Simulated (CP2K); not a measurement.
**InAs in CP2K: the effect of functional**

Crystal: InAs.

```xyz
2
Lattice="4.2681 0.0000 0.0000 2.1340 3.6963 0.0000 2.1340 1.2321 3.4849" Properties=species:S:1:pos:R:3 pbc="T T T"
In    0.0000    0.0000    0.0000
As    6.4021    3.6963    2.6137
```

Alike in all runs:

| Property | Result |
| --- | --- |
| Program | CP2K 2026.2 |
| Task | single point |
| Potentials or basis | POTENTIAL_UZH In GTH-PBE-q13, As GTH-PBE-q5; TZVP-MOLOPT-PBE-GTH basis |
| Density cutoff | 9184 eV |
| k mesh | 8 × 8 × 8 |
| Occupations | fermi-dirac, width 0.05 eV |
| Spin | no spin polarisation |

```csv
functional,pressure (GPa)
LDA,2.0
PBEsol,2.8
revPBE,?
vdW-DF-cx,3.4
vdW-DF2,9.0
r2SCAN,2.3
```

Question: What does the run with functional revPBE give?

Answer: Pressure 5.7 GPa.

Caveats: the potentials were made for another functional, which shifts forces and pressure; the basis of atomic orbitals isn't converged, which shifts pressures, moduli and gaps.

Runs at the PBE level aren't shown here.
